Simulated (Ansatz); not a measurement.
# Sc: tests of the settings

The task here is to estimate one member of a computed series from the others.

Computed with Ansatz 0.2.0 (DFT PBE, scalar-relativistic, plane waves, PAW for the base; runs at other levels say so in their headings and inputs, unless a step's input says otherwise).

## The structure to begin with

It takes space group I4/mmm (No. 139, tetragonal). Conventional cell: a = 3.834 Å, b = 3.834 Å, c = 3.435 Å, α = 90.00°, β = 90.00°, γ = 90.00°. Sc (site symmetry 4/mmm) has 10 Sc at 3.21 to 3.44 Å as nearest neighbours.

Structure file:

```cif
data_structure
_symmetry_space_group_name_H-M 'P 1'
_symmetry_Int_Tables_number 1
_cell_length_a 3.2096
_cell_length_b 3.2096
_cell_length_c 3.2096
_cell_angle_alpha 106.641
_cell_angle_beta 106.641
_cell_angle_gamma 115.292
_cell_volume 25.25
loop_
_atom_site_label
_atom_site_type_symbol
_atom_site_fract_x
_atom_site_fract_y
_atom_site_fract_z
_atom_site_occupancy
Sc1 Sc 0.00000 0.00000 0.00000 1
```

Source of the structure: the Materials Project (structure only). It is taken as it stands there.

## The base input

The input, input.yaml:

```yaml
crystal:
  lattice:
    - [-1.9172054859, 1.9172054859, 1.717603]
    - [1.9172054859, -1.9172054859, 1.717603]
    - [1.9172054859, 1.9172054859, -1.717603]
  atoms:
    - { symbol: Sc, position: [0.0, 0.0, 0.0] }
basis:
  ecutwfc: 420
kpoints:
  mp_grid: { grid: [16, 16, 16] }
hamiltonian:
  xc: pbe
scf:
  occupations: { method: gaussian, width: 0.1 }
output:
  forces: true
  stress: true
  eigenvalues: true
  populations: true
```

It was run beforehand and gave: -2135.6990 eV/atom at zero smearing, pressure -0.80 GPa, largest force 0.000 eV/Å, no gap on the mesh, in 6 SCF cycles and 1.1 s.

Set-up of the first run:

The input, input.yaml:

```yaml
crystal:
  lattice:
    - [-1.9172054859, 1.9172054859, 1.717603]
    - [1.9172054859, -1.9172054859, 1.717603]
    - [1.9172054859, 1.9172054859, -1.717603]
  atoms:
    - { symbol: Sc, position: [0.0, 0.0, 0.0] }
basis:
  ecutwfc: 420
kpoints:
  mp_grid: { grid: [16, 16, 16] }
hamiltonian:
  xc: lda
scf:
  occupations: { method: gaussian, width: 0.1 }
output:
  forces: true
  stress: true
  eigenvalues: true
```

Among the steps run: Functional: LDA; Functional: PBEsol; Functional set to r2SCAN.

One table of the session follows, with a row left open; its other results are not shown here.

It belongs to the step «The sweep of the functional side by side». 

```
functional  pressure (GPa)
       PBE            -0.8
       LDA            -5.4
    PBEsol            -2.9
    r2SCAN               ?
```

Q: Estimate the row for r2SCAN from the others.

The run gave: pressure (GPa): -0.3. In the column «pressure (GPa)» it is the highest.
